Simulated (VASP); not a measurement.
Set up this calculation in VASP 6.6.1, as the native input.

```yaml
Task: relaxation of cell and atoms
Functional: PBE
Potentials_or_basis: VASP PAW PBE potentials, release 64 (F, Li)
Cutoff: 580 eV
k_mesh: 11 × 11 × 11
Occupations: fermi-dirac, width 0.05 eV
Spin: no spin polarisation
Further_INCAR_settings: ALGO = Fast; EDIFF = 1e-06; IBRION = 2; EDIFFG = -0.01; NSW = 60; ISIF = 3
```

The structure of LiF (Griceite) lies in POSCAR:

```
LiF
1.0
    0.0000000000      2.0140000000      2.0140000000
    2.0140000000      0.0000000000      2.0140000000
    2.0140000000      2.0140000000      0.0000000000
F Li
1 1
Direct
    0.5000000000      0.5000000000      0.5000000000
    0.0000000000      0.0000000000      0.0000000000
```

The input as run:

INCAR

```
SYSTEM = LiF
PREC = Accurate ; ENCUT = 580
EDIFF = 1E-6 ; ISMEAR = -1
SIGMA = 0.05 ; LREAL = .False.
LASPH = .True. ; NELM = 80
ALGO = Fast ; ISIF = 3
LWAVE = .False. ; LCHARG = .False.
GGA = PE ; IBRION = 2
NSW = 60 ; EDIFFG = -0.01
```

KPOINTS

```
regular mesh
0
Gamma
  11 11 11
  0 0 0
```

Potentials or basis: VASP PAW PBE potentials, release 64 (F, Li).

Command:

```console
$ cat potpaw_PBE.64/F/POTCAR potpaw_PBE.64/Li/POTCAR > POTCAR
$ mpirun -np 1 vasp_std > vasp.out
```

Results of the run:

```json
{"Relaxed volume": "8.38 Å³/atom", "Relaxed cell": "a = 2.873 Å, b = 2.873 Å, c = 2.873 Å, α = 60.00°, β = 60.00°, γ = 60.00°", "Space group after relaxing (to 0.05 Å)": "Fm-3m (No. 225)", "Energy gained by relaxing": "1.3 meV/atom", "Ionic steps": "5", "Pressure after relaxing": "0.1 GPa", "Band gap on the k mesh": "8.85 eV, direct"}
```

Caveat: an odd mesh through Γ misses points on the zone boundary, where band edges often lie.

Run time: 9.6 s on 1 thread of Intel(R) Xeon(R) 6975P-C (Granite Rapids) (shared host), peak memory 0.13 GiB.
